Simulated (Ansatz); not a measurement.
The system is ZnS.

```xyz
2
Lattice="0.0000 2.7020 2.7020 2.7020 0.0000 2.7020 2.7020 2.7020 0.0000" Properties=species:S:1:pos:R:3 pbc="T T T"
Zn    4.0530    4.0530    4.0530
S     0.0000    0.0000    0.0000
```

Base run:

- Program: Ansatz 0.2.0
- Functional: PBE
- Potentials or basis: Ansatz PAW
- Cutoff: 350 eV
- Density cutoff: 1400 eV
- k mesh: 9 × 9 × 9
- Occupations: fermi-dirac, width 0.05 eV
- Spin: no spin polarisation

Its results: band gap on the k mesh 2.11 eV, direct; pressure 1.7 GPa.

Question: The run is repeated on the same cell with these changes: functional from PBE to LDA; potentials or basis from Ansatz PAW to JTH PAW LDA; cutoff from 350 eV to 960 eV; density cutoff from 1400 eV to 4800 eV. What comes out?

Answer: Band gap on the k mesh 1.85 eV, direct; pressure -4.6 GPa.

Caveats: odd divisions of the mesh miss points on the zone boundary, where band edges often lie, so the gap on the mesh can be too wide (some runs); the cutoff lies under the one recommended for these potentials (some runs).
